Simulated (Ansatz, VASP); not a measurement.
**One calculation of Zn, two programs**

```xyz
2
Lattice="2.5910 0.0000 0.0000 -1.2955 2.2439 0.0000 0.0000 0.0000 4.7543" Properties=species:S:1:pos:R:3 pbc="T T T"
Zn    0.0000    1.4959    1.1886
Zn    1.2955    0.7480    3.5657
```

Alike in both runs: functional PBEsol; k mesh 18 × 18 × 8; occupations gaussian, width 0.1 eV; no spin polarisation.

Ansatz relaxed the structure, and its values are those at the end. VASP's run is a single point on that final structure, the one shown.

```csv
,VASP,Ansatz
version,VASP 6.6.1,Ansatz 0.2.0
potentials or method,"VASP PAW PBE potentials, release 64 (Zn)","scalar-relativistic, plane waves, PAW"
plane-wave cutoff (eV),520,420
valence electrons in the cell,24,24
```

Ansatz gave:

```
gap on the k mesh at the Fermi level (eV) : none
pressure (GPa)                            : 2.3
```

Problem. Estimate VASP's values.

Solution. gap on the k mesh at the Fermi level (eV): none; pressure (GPa): 3.4.

A gap of «none» marks a metal or a gap that the smearing closes.

Caveats: the PAW data sets were made with another functional, which shifts forces and pressure a little (VASP).
